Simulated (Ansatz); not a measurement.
Stress against strain in BAs

```yaml
crystal:
  lattice:
    - [0.00000, 2.38850, 2.38850]
    - [2.38850, 0.00000, 2.38850]
    - [2.38850, 2.38850, 0.00000]
  atoms:
    - { symbol: B, position: [0.00000, 0.00000, 0.00000] }
    - { symbol: As, position: [0.75000, 0.75000, 0.75000] }
```

Atoms are numbered in the order listed.

The cell is COD entry 9008833, as deposited and not checked against the literature; nothing was relaxed.

Computed with DFT, PBE, all-electron LAPW, scalar-relativistic (Ansatz 0.2.0).

Settings: a Γ-centred 15×15×15 k mesh, Fermi–Dirac smearing of 0.03 eV, basis error target 0.25 meV/atom, no spin polarisation.

The strain is applied along the Cartesian axes of the cell as listed (the other components stay zero). Fractional coordinates are held (clamped ions).

σ is the change of stress from the unstrained cell, which is at 2.73 GPa; tension is positive, so slopes are stress–strain coefficients at that pressure.

Only quantities that a quadratic follows smoothly over the whole series are listed; rougher ones are left out.

```tsv
εxx = εyy	σzz (GPa)	σxx (GPa)
-0.0300	-5.15	-12.12
-0.0200	-3.26	-7.73
-0.0100	-1.55	-3.70
0.0000	0.00	0.00
0.0100	1.39	3.39
0.0300	3.78	9.33
```

(1) Fit the series and read off the stiffness at zero strain.

(2) One run, at εxx = εyy = 0.0200, is withheld. Predict its row.

Results:

(1) Least-squares fits y = p0 + p1 x + p2 x² to the rows give σzz (GPa): p1 = 149, p2 = -760; σxx (GPa): p1 = 357, p2 = -1600. So 2 C12 = 149 GPa and C11 + C12 = 357 GPa.

(2) The fits give 2.67, 6.52; the run gave 2.65, 6.49.
